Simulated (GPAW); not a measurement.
Runs of GPAW 26.7.0 on I. It takes space group Cmce (No. 64, orthorhombic). Conventional cell: a = 7.270 Å, b = 4.790 Å, c = 9.793 Å, α = 90.00°, β = 90.00°, γ = 90.00°. Around I (site symmetry m) lie 1 I at 2.68 Å. 

```tsv
task	level	potentials or basis	cell	k mesh	cutoff (eV)	smearing	response ecut	response k mesh	response bands	kernels	coarser k mesh	gap on the mesh (eV)	pressure (GPa)	largest force (eV/Å)
single point	PBEsol	PAW data sets generated in the run's folder for this functional, pw	atoms moved at random, drawn with an rms of 0.05 Å	7 × 7 × 3	600	fermi-dirac 0.05 eV	-	-	-	-	-	1.23	0.1	0.98
single point	PBEsol	PAW data sets generated in the run's folder for this functional, pw	Cmce, 42.63 Å³/atom	7 × 7 × 3	600	fermi-dirac 0.05 eV	-	-	-	-	-	1.26	0.3	0.91
dielectric tensor	PBE	GPAW PAW data sets (gpaw-data 1.2.1), pw	Cmce, 41.99 Å³/atom	6 × 6 × 3	400	fermi-dirac 0.001 eV	80 eV	8 × 8 × 4	54	["RPA"]	8 × 8 × 4	1.42	-	-
dielectric tensor	PBE	GPAW PAW data sets (gpaw-data 1.2.1), pw	Cmce, 42.63 Å³/atom	6 × 6 × 3	400	fermi-dirac 0.001 eV	80 eV	8 × 8 × 4	54	["RPA"]	8 × 8 × 4	(b)	-	-
dielectric tensor	PBE	GPAW PAW data sets (gpaw-data 1.2.1), pw	Cmce, 41.35 Å³/atom	6 × 6 × 3	400	fermi-dirac 0.001 eV	80 eV	8 × 8 × 4	54	["RPA"]	8 × 8 × 4	1.52	-	-
dielectric tensor	PBE	GPAW PAW data sets (gpaw-data 1.2.1), pw	Cmce, 43.27 Å³/atom	6 × 6 × 3	400	fermi-dirac 0.001 eV	80 eV	8 × 8 × 4	54	["RPA"]	8 × 8 × 4	(a)	-	-
dielectric tensor	PBE	GPAW PAW data sets (gpaw-data 1.2.1), pw	Cmce, 43.91 Å³/atom	6 × 6 × 3	400	fermi-dirac 0.001 eV	80 eV	8 × 8 × 4	54	["RPA"]	8 × 8 × 4	(c)	-	-
```

Alike in all rows: no spin polarisation.

Problem. Fill in the values left out.

Solution. (a) 1.17; (b) 1.30; (c) 1.05.

Caveats: spin-orbit coupling is left out, which moves the levels of the heavy elements; the long-wavelength limit can be off by a per cent or two (some runs); an odd mesh through Γ misses points on the zone boundary, where band edges often lie (some runs).

A k mesh can miss the band edges, and the runs leave out spin-orbit coupling on I.
